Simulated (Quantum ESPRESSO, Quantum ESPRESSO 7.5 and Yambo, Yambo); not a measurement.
**Beyond one shot: CdS (Hawleyite)**

How far does self-consistency move the gap of CdS (Hawleyite)?

Method: PBE and many-body steps on it, plane waves, in Quantum ESPRESSO 7.5 and Yambo 5.3.0.

**What was measured.**

- Gap 2.42 eV: optical gap from inflexion point of photoacoustic spectrum, as-grown film; photoacoustic spectroscopy; film (as-grown chemical bath deposited film, about 0.25 um thick, deposited at 80 C) (“Study of the band--gap shift in CdS films: Influence of thermal annealing in different atmospheres”, 1995, arxiv:cond-mat/9501125).

## 1. The starting structure

Symmetry: F-43m, No. 216, cubic system. Conventional cell: a = 5.833 Å, b = 5.833 Å, c = 5.833 Å, α = 90.00°, β = 90.00°, γ = 90.00°. Nearest to Cd lie 4 S at 2.53 Å. Nearest to S lie 4 Cd at 2.53 Å. Farther neighbours and most contacts between anions are not listed.

The cell and positions come from the Crystallography Open Database and are kept as given unless a step says otherwise.

## 2. Empty states on the mesh, 4×4×4 mesh, 125 bands

This step: Quantum ESPRESSO 7.5; DFT, PBE, plane waves, norm-conserving pseudopotentials.

The sums over transitions need many empty states on a uniform mesh; this step solves for them.

File pw.in:

```
&control
  calculation = 'nscf'
  prefix = 'x'
  outdir = 'o'
  pseudo_dir = 'pseudo'
/
&system
  ibrav = 0
  nat = 2
  ntyp = 2
  ecutwfc = 94.0
  nbnd = 125
  force_symmorphic = .true.
/
&electrons
  conv_thr = 1e-9
  electron_maxstep = 80
  diago_full_acc = .true.
  diago_thr_init = 5e-6
/
ATOMIC_SPECIES
  Cd 112.41 Cd.upf
  S 32.06 S.upf
CELL_PARAMETERS angstrom
  -0.0000000000 2.9165000000 2.9165000000
  2.9165000000 -0.0000000000 2.9165000000
  2.9165000000 2.9165000000 -0.0000000000
ATOMIC_POSITIONS crystal
  Cd 0.0000000000 0.0000000000 0.0000000000
  S 0.2500000000 0.2500000000 0.2500000000
K_POINTS automatic
  4 4 4 0 0 0
```

Started as:

```console
$ OMP_NUM_THREADS=1 mpirun -n 4 pw.x -nk 4 -in pw.in > pw.out
```

What it wrote:

```text
Program PWSCF v.7.5 starts

     This program is part of the open-source Quantum ESPRESSO suite
     for quantum simulation of materials; please cite
         "P. Giannozzi et al., J. Phys.:Condens. Matter 21 395502 (2009);
         "P. Giannozzi et al., J. Phys.:Condens. Matter 29 465901 (2017);
         "P. Giannozzi et al., J. Chem. Phys. 152 154105 (2020);
     in publications or presentations arising from this work. More details at

     Atomic positions and unit cell read from directory:
     o/x.save/

     Message from routine setup:
[...]
65.8940  67.6525  67.7258  67.7258  68.1298  68.1298  69.2984  69.8215
     [... 4 further rows ...]
    93.2452  93.2452  93.5800  93.5800  94.6266  95.5520  95.7502  95.7502
    95.9149  95.9149  98.1863  98.1863  98.8048

          k = 0.3536 0.0000 0.0000 (  5105 PWs)   bands (ev):

     [... further k-points ...]

     highest occupied, lowest unoccupied level (ev):     6.9821    8.1268

     XML data file, pseudopotentials, collected wavefunctions

=------------------------------------------------------------------------------=
   JOB DONE.
=------------------------------------------------------------------------------=
```

Wall time 14 s (4 MPI ranks of Arm Neoverse V1, shared host); peak memory 0.43 GiB.

This step gave:

| Quantity | Value |
| --- | --- |
| gap | 1.145 eV |
| k of the valence top | 0, 0, 0 |
| k of the conduction bottom | 0, 0, 0 |
| least direct gap | 1.145 eV |
| k points computed | 8 |
| lowest point of the top converged band, above the valence top | 89.8717 eV |

On this mesh the gap is 1.145 eV.

The density comes from a self-consistent run that is not shown.

## 3. Conversion and set-up

This step: Yambo 5.3.0; conversion and set-up on PBE, plane waves, norm-conserving pseudopotentials.

The states are converted to the many-body program's format and the q mesh is built.

Started as:

```console
$ (cd o/x.save; p2y > p2y.log; mv SAVE ../..); yambo > setup.log
```

What it wrote:

```text
 Yambo, version 5.3.0

 [02] CORE Variables Setup
 =========================

  [02.01] Unit cells
  ==================

  Cell kind             :  FCC
  Atoms in the cell     :  Cd  S
  number of Cd atoms    :  1
  number of S  atoms    :  1

  List of atomic masses
  Mass of Cd    :  112.4100
  Mass of S     :  32.06000

  List of atomic coordinates    : [cc]
  Cd1       :  0.000000  0.000000  0.000000  order 1
  S1       :  2.755693  2.755693  2.755693  order 2

  Alat factors          :  5.511386  5.511386  5.511386 [a.u.]
  Direct lattice volume :  334.8209 [a.u.]
[...]
==========================================

 IBZ Q-points                                      :   8
 BZ  Q-points                                      :   64

 K/Q-points units:
 rlu = crystal or reduced units; cc = cartesian coordinates; iku = interal k-units

 Q [1]          [rlu]:  0.000000  0.000000  0.000000
 Q [2]          [rlu]: -0.40681E-17 -0.40681E-17  0.25000
 Q [3]          [rlu]:  0.81362E-17  0.81362E-17 -0.50000
[...]
Q [7]          [rlu]:  0.12428E-16 -0.50000     -0.50000
 Q [8]          [rlu]:  0.250000 -0.500000 -0.250000

  [03.01] X indexes
  =================

   [03.01.01] Sigma indexes
   ========================

 [06] Game Over & Game summary
```

It took 2.9 s on 1 MPI rank; peak memory 0.25 GiB.

## 4. G0W0

Now the one-shot GW correction: screening in the RPA, then the self-energy of the levels asked for.

This step: G0W0 on PBE, plane waves, norm-conserving pseudopotentials.

File gw1.in:

```
HF_and_locXC
gw0
dyson
ppa
em1d
rim_cut
RandQpts= 1000000
RandGvec= 1 RL
EXXRLvcs= 94 Ry
VXCRLvcs= 376 Ry
Chimod= "HARTREE"
% BndsRnXp
 1 | 125 |
%
NGsBlkXp= 12 Ry
% LongDrXp
 1 | 1 | 1 |
%
% GbndRnge
 1 | 125 |
%
DysSolver= "n"
ExtendOut
PPAPntXp= 27.21138 eV
% QPkrange
 1 | 8 | 5 | 17 |
%
```

Started as:

```console
$ OMP_NUM_THREADS=1 mpirun -n 4 yambo -F gw1.in -J gw1 -C gw1 > gw1.log
```

What it wrote:

```text
 Yambo, version 5.3.0

 [02] CORE Variables Setup
 =========================

  [... cell, symmetries and grids as in the set-up ...]

  [02.05] Energies & Occupations
  ==============================

  [X] === General ===
  [X] Electronic Temperature                        :  0.000000  0.000000 [eV K]
  [X] Bosonic    Temperature                        :  0.000000  0.000000 [eV K]
  [X] Finite Temperature mode                       : no
  [X] El. density                                   :  0.52403E+24 [cm-3]
  [X] Fermi Level                                   :  6.982057 [eV]

  [X] === Gaps and Widths ===
  [X] Conduction Band Min                           :  1.144724 [eV]
  [X] Valence Band Max                              :  0.000000 [eV]
  [X] Filled Bands                                  :  13
  [X] Empty Bands                                   :   14  125
  [X] Direct Gap                                    :  1.144724 [eV]
  [X] Direct Gap localized at k                     :  1
  [X] Indirect Gap                                  :  1.144724 [eV]
  [X] Indirect Gap between kpts                     :  1  1
  [X] Last valence band width                       :  2.183510 [eV]
  [X] 1st conduction band width                     :  4.279643 [eV]

 [03] Transferred momenta grid and indexing
 ==========================================

 IBZ Q-points                                      :   8
 BZ  Q-points                                      :   64

 K/Q-points units:
 rlu = crystal or reduced units; cc = cartesian coordinates; iku = interal k-units

 Q [1]          [rlu]:  0.000000  0.000000  0.000000
 Q [2]          [rlu]: -0.40681E-17 -0.40681E-17  0.25000
 Q [3]          [rlu]:  0.81362E-17  0.81362E-17 -0.50000
 Q [4]          [rlu]: -0.62139E-17  0.25000      0.25000
 Q [5]          [rlu]: -0.38278E-17  0.25000      0.50000
 Q [6]          [rlu]:  0.81362E-17  0.25000     -0.25000
 Q [7]          [rlu]:  0.12428E-16 -0.50000     -0.50000
 Q [8]          [rlu]:  0.250000 -0.500000 -0.250000

 [04] Coloumb potential Random Integration (RIM)
 ===============================================

  [04.01] RIM initialization
  ==========================

  * Diagonal components only detected *

  8 x (sBL volume)        :  0.092606 [a.u.]
  sBZ random points       :  1000000
  Points outside the sBZ  :   7987327
  RL volume               :  0.740845 [a.u.]
  Integrated volume       :  0.742020 [a.u.]

  [04.02] RIM integrals
  =====================

  Gamma point sphere radius             :  0.082066 [a.u.]
  Points outside the sphere             :   799513
  [Int_sBZ(q=0) 1/q^2]*(Vol_sBZ)^(-1/3) =:  7.764325
                                 should be <:  7.795600

  Summary of Coulomb integrals for non-metallic bands |Q|[au] RIM/Bare

  Q [1] 0.100000E-4 0.995988 * Q [2] 0.246825 1.065884
  Q [4] 0.285009 1.064810 * Q [6] 0.403064 1.027704
  Q [5] 0.472634 1.020409 * Q [3] 0.493651 1.018308
  Q [7] 0.570019 1.014905 * Q [8] 0.637300 1.011860

 [05] Dipoles
 ============

  [05.01] Setup: observables and procedures
  =========================================

 [06] Dynamic Dielectric Matrix (PPA)
 ====================================

 [WR./gw1//ndb.pp]---------------------------------------------------------------
  Brillouin Zone Q/K grids (IBZ/BZ)                :    8   64    8   64
  RL vectors                                       :   6183 [WF]
  Coulomb cutoff potential                         : none
  Electronic Temperature                           :  0.000000 [K]
  Bosonic    Temperature                           :  0.000000 [K]
  PPA    diel. fun.  energies                      : Perdew, Burke & Ernzerhof(X)+Perdew, Burke & Ernzerhof(C)
  wavefunctions                                    : Perdew, Burke & Ernzerhof(X)+Perdew, Burke & Ernzerhof(C)
  Global Gauge                                     : length
  X matrix size                                    :  283
  X band range                                     :    1  125
  X e/h energy range                               : -1.000000 -1.000000 [eV]
  X Time ordering                                  : R
  X Hxc Kernel                                     : HARTREE
  X Drude frequency                                :  0.000000  0.000000
  X poles                                          :  100.0000 [o/o]
  RL vectors in the sum                            :   6183
  [r,Vnl] included                                 : yes
  Field direction                                  :  0.577350E-5  0.577350E-5  0.577350E-5
  BZ energy Double Grid                            : no
  BZ energy DbGd points                            : 0
  BZ Q point size factor                           : -1.000000
  X Optical Averaged directions                    : none

 [07] Local Exchange-Correlation + Non-Local Fock
 ================================================

 [VXC] Plane waves :   41151
 [EXS] Plane waves :   5161

 QP @ state[ 1 ] K range:   1   8
 QP @ state[ 1 ] b range:   5  17

 [xc] Functional : Perdew, Burke & Ernzerhof(X)+Perdew, Burke & Ernzerhof(C)
 [xc] LIBXC used to calculate xc functional
  PP Number of Atomic Species                      :  2
  NLCC RL compoments                               :   41151
  PP Number of Atomic Species                      :  2
  NLCC RL compoments                               :   41151

 [xc] E_xc :  -17.59455 [Ha]
      E_xc :  -35.18910 [Ry]

  Local XC kind (lXC) : Perdew, Burke & Ernzerhof(X)+Perdew, Burke & Ernzerhof(C)
  Non-Local XC kind (nlXC) : Hartree-Fock

  Corrections @ K [1] :  [eV]
 <5|nlXC|5> = -21.07888 -0.10299E-16 <5|lXC|5> = -13.24968 -0.37763E-15
 <6|nlXC|6> = -32.37621 -0.45728E-17 <6|lXC|6> = -24.58813  0.18882E-15
 <7|nlXC|7> = -32.37624 -0.15939E-17 <7|lXC|7> = -24.58812 -0.18882E-15
 <8|nlXC|8> = -32.37619 -0.28777E-17 <8|lXC|8> = -24.58812  0.18882E-15
 <9|nlXC|9> = -33.80223 -0.27816E-16 <9|lXC|9> = -26.00962 -0.94408E-16
 <10|nlXC|10> = -33.80223  0.62805E-17 <10|lXC|10> = -26.00962  0.000000
[...]
Corrections @ K [2] :  [eV]
[...]
Corrections @ K [3] :  [eV]
[...]
Corrections @ K [4] :  [eV]
[...]
Corrections @ K [5] :  [eV]
[...]
[... 2 further k-points ...]
  Corrections @ K [8] :  [eV]
[...]
<15|nlXC|15> = -6.183016 -0.34718E-18 <15|lXC|15> = -10.21302  0.35403E-16
 <16|nlXC|16> = -4.973983 -0.22983E-18 <16|lXC|16> = -9.945320  0.000000
 <17|nlXC|17> = -5.002787 -0.16180E-17 <17|lXC|17> = -9.439309 -0.39091E-16

  [07.01] Hartree-Fock occupations report
  =======================================

  [Hartree-Fock] === General ===
  [Hartree-Fock] Electronic Temperature             :  0.000000  0.000000 [eV K]
  [Hartree-Fock] Bosonic    Temperature             :  0.000000  0.000000 [eV K]
  [Hartree-Fock] Finite Temperature mode            : no
  [Hartree-Fock] El. density                        :  0.52403E+24 [cm-3]
  [Hartree-Fock] Fermi Level                        :  6.982057 [eV]

  [Hartree-Fock] === Gaps and Widths ===
  [Hartree-Fock] Conduction Band Min                :  5.044058 [eV]
  [Hartree-Fock] Valence Band Max                   : -2.954277 [eV]
  [Hartree-Fock] Filled Bands                       :  13
  [Hartree-Fock] Empty Bands                        :   14  125
  [Hartree-Fock] Direct Gap                         :  7.998335 [eV]
  [Hartree-Fock] Direct Gap localized at k          :  1
  [Hartree-Fock] Indirect Gap                       :  7.998335 [eV]
  [Hartree-Fock] Indirect Gap between kpts          :  1  1
  [Hartree-Fock] Last valence band width            :  2.932915 [eV]
  [Hartree-Fock] 1st conduction band width          :  5.626925 [eV]

 [08] Dyson equation: Newton solver
 ==================================

  [08.01] G0W0 (W PPA)
  ====================

  [  GW  ] Bands range     :    1  125
  [GW/PPA] G damping       :  0.100000 [eV]

  QP @ state[ 1 ] K range:   1   8
  QP @ state[ 1 ] b range:   5  17

   Sc/G bands                                       :    1  125
   Sc/G damping                                     :  0.100000 ev
   Sc bands terminator                              : no
   Sx RL components                                 :   5161

   QP @ state[ 1 ] K range                          :   1   8
   QP @ state[ 1 ] b range                          :   5  17
   GF energies kind                                 : Perdew, Burke & Ernzerhof(X)+Perdew, Burke & Ernzerhof(C)
   GF WF`s kind                                     : Perdew, Burke & Ernzerhof(X)+Perdew, Burke & Ernzerhof(C)
   Xs energies kind                                 : Perdew, Burke & Ernzerhof(X)+Perdew, Burke & Ernzerhof(C)
   Xs WF`s kind                                     : Perdew, Burke & Ernzerhof(X)+Perdew, Burke & Ernzerhof(C)

 [11] Game Over & Game summary
```

It took 13 min on 4 MPI ranks; peak memory 2.1 GiB.

Numbers from this step:

```yaml
g0w0_gap_on_the_mesh: 2.129 eV
starting_gap_on_the_mesh: 1.145 eV
k_of_the_valence_top: 0, 0, 0
k_of_the_conduction_bottom: 0, 0, 0
least_direct_g0w0_gap_on_the_computed_points: 2.129 eV
z_at_the_valence_top: 0.7863
z_at_the_conduction_bottom: 0.8158
```

The gap on the mesh goes from 1.14 eV to 2.13 eV, a correction of +0.98 eV.

## 5. evGW0, cycle 1

This step: evGW0 on PBE, plane waves, norm-conserving pseudopotentials.

gw2.in, as its differences from gw1.in of step 4:

```diff
@@ -27 +27,2 @@
 %
+GfnQPdb= "E < ./gw1/ndb.QP"
```

Started as:

```console
$ OMP_NUM_THREADS=1 mpirun -n 4 yambo -F gw2.in -J gw2,gw1_W -C gw2 > gw2.log
```

What it wrote:

```text
 Yambo, version 5.3.0

 [02] CORE Variables Setup
 =========================

  [... cell, symmetries and grids as in the set-up ...]

  [02.05] Energies & Occupations
  ==============================

  [X] === General ===
  [X] Electronic Temperature                        :  0.000000  0.000000 [eV K]
  [X] Bosonic    Temperature                        :  0.000000  0.000000 [eV K]
  [X] Finite Temperature mode                       : no
  [X] El. density                                   :  0.52403E+24 [cm-3]
  [X] Fermi Level                                   :  6.982057 [eV]

  [X] === Gaps and Widths ===
  [X] Conduction Band Min                           :  1.144724 [eV]
  [X] Valence Band Max                              :  0.000000 [eV]
  [X] Filled Bands                                  :  13
  [X] Empty Bands                                   :   14  125
  [X] Direct Gap                                    :  1.144724 [eV]
  [X] Direct Gap localized at k                     :  1
  [X] Indirect Gap                                  :  1.144724 [eV]
  [X] Indirect Gap between kpts                     :  1  1
  [X] Last valence band width                       :  2.183510 [eV]
  [X] 1st conduction band width                     :  4.279643 [eV]

 [03] Transferred momenta grid and indexing
 ==========================================

 IBZ Q-points                                      :   8
 BZ  Q-points                                      :   64

 K/Q-points units:
 rlu = crystal or reduced units; cc = cartesian coordinates; iku = interal k-units

 Q [1]          [rlu]:  0.000000  0.000000  0.000000
 Q [2]          [rlu]: -0.40681E-17 -0.40681E-17  0.25000
 Q [3]          [rlu]:  0.81362E-17  0.81362E-17 -0.50000
[...]
[G+QP] Indirect Gap                               :  2.128783 [eV]
  [G+QP] Indirect Gap between kpts                  :  1  1
  [G+QP] Last valence band width                    :  2.380726 [eV]
  [G+QP] 1st conduction band width                  :  4.726909 [eV]

  [coarse-grid] Minimum Bare Gap        [ev]:  1.144724
  [coarse-grid] Minimum Gap Correction  [ev]:  0.984060

  Eqp @ K [1]
  -101.7801  -62.7790  -62.7790  -62.7790  -12.0112   -8.2141   -8.2142   -8.2140
   -7.73985     -7.73984    -0.850695E-5   0.00000    -0.658060E-5   2.12878      7.77601      7.77609
    7.77597  12.57540  12.57540  12.64534  14.52083  14.52083  14.52083  16.82830
[...]
Eqp @ K [2]
[...]
Eqp @ K [3]
[...]
Eqp @ K [4]
[...]
Eqp @ K [5]
[...]
[... 2 further k-points ...]
  Eqp @ K [8]
[...]
8.96297  12.28642  14.30695  14.32237  14.51660  16.98471  19.05214  20.56330
   20.59964  21.20173  22.23564  22.24895  24.56582  26.82003  26.85571  28.40652

 [07] Dipoles
 ============

  [07.01] Setup: observables and procedures
  =========================================

 [08] Dynamic Dielectric Matrix (PPA)
 ====================================

   Sc/G bands                                       :    1  125
   Sc/G damping                                     :  0.100000 ev
   Sc bands terminator                              : no
   Sx RL components                                 :   5161

   QP @ state[ 1 ] K range                          :   1   8
   QP @ state[ 1 ] b range                          :   5  17
   GF energies kind                                 : Perdew, Burke & Ernzerhof(X)+Perdew, Burke & Ernzerhof(C)+ E < ./gw1/ndb.QP + @E Fit
   GF WF`s kind                                     : Perdew, Burke & Ernzerhof(X)+Perdew, Burke & Ernzerhof(C)
   Xs energies kind                                 : Perdew, Burke & Ernzerhof(X)+Perdew, Burke & Ernzerhof(C)
   Xs WF`s kind                                     : Perdew, Burke & Ernzerhof(X)+Perdew, Burke & Ernzerhof(C)

 [13] Game Over & Game summary
```

It took 11 min on 4 MPI ranks; peak memory 2 GiB.

This step gave:

- quasiparticle gap on the mesh: 2.237 eV
- gap of the density functional on the mesh: 1.145 eV
- k of the valence top: 0, 0, 0
- k of the conduction bottom: 0, 0, 0
- least direct quasiparticle gap on the computed points: 2.237 eV
- Z at the valence top: 0.7896
- Z at the conduction bottom: 0.8265

Against G0W0 in Yambo (4×4×4 mesh, 125 bands, screening to 163.3 eV, Godby-Needs plasmon pole), the gap moves by +0.108 eV.

The program's own table gives 2.407 eV, which is too large where the input levels are shifted: this version takes Σc at the unshifted level E₀, yet steps from the shifted one. The value above is the Newton step from E₀, E₀ + Z(Σc + Σx − Vxc), rebuilt from the printed columns.

## 6. evGW0, cycle 2

The corrected levels of the last cycle go back in.

gw3.in, as its differences from gw2.in of step 5:

```diff
@@ -27,2 +27,2 @@
 %
-GfnQPdb= "E < ./gw1/ndb.QP"
+GfnQPdb= "E < ./gw2_fix/ndb.QP"
```

Started as:

```console
$ OMP_NUM_THREADS=1 mpirun -n 4 yambo -F gw3.in -J gw3,gw1_W -C gw3 > gw3.log
```

What it wrote:

```text
 Yambo, version 5.3.0

 [02] CORE Variables Setup
 =========================

  [... cell, symmetries and grids as in the set-up ...]

  [02.05] Energies & Occupations
  ==============================

  [X] === General ===
  [X] Electronic Temperature                        :  0.000000  0.000000 [eV K]
  [X] Bosonic    Temperature                        :  0.000000  0.000000 [eV K]
  [X] Finite Temperature mode                       : no
  [X] El. density                                   :  0.52403E+24 [cm-3]
[...]
Sx RL components                                 :   5161

   QP @ state[ 1 ] K range                          :   1   8
   QP @ state[ 1 ] b range                          :   5  17
   GF energies kind                                 : Perdew, Burke & Ernzerhof(X)+Perdew, Burke & Ernzerhof(C)+ E < ./gw1/ndb.QP + @E Fit+ E < ./gw2_fix/
   GF WF`s kind                                     : Perdew, Burke & Ernzerhof(X)+Perdew, Burke & Ernzerhof(C)
   Xs energies kind                                 : Perdew, Burke & Ernzerhof(X)+Perdew, Burke & Ernzerhof(C)
   Xs WF`s kind                                     : Perdew, Burke & Ernzerhof(X)+Perdew, Burke & Ernzerhof(C)

 [13] Game Over & Game summary
```

Run time: 11 min. Hardware: 4 MPI ranks; peak memory 2 GiB.

This step gave:

* quasiparticle gap on the mesh: 2.249 eV
* gap of the density functional on the mesh: 1.145 eV
* k of the valence top: 0, 0, 0
* k of the conduction bottom: 0, 0, 0
* least direct quasiparticle gap on the computed points: 2.249 eV

Against the cycle before, the gap moves by +0.013 eV.

The program's own table gives 2.437 eV, which is too large where the input levels are shifted: this version takes Σc at the unshifted level E₀, yet steps from the shifted one. The value above is the Newton step from E₀, E₀ + Z(Σc + Σx − Vxc), rebuilt from the printed columns.

[end of part 1 of 2]

[Paths, hosts, dates, memory and timing lines, banners, echoed tables and standing remarks are left out of the program output.]

[Logs are printed without paths, hosts, clocks, repeated set-up lines and the standing remarks that a program may print on its own settings, such as how far it seeks lower states.]

[Runs of the session that timed out or met a known fault of the program may be left out.]

[Hosts, paths, dates, database ids (printed as entryN), source tags and the programs' standing remarks are cut or masked in the printed files.]
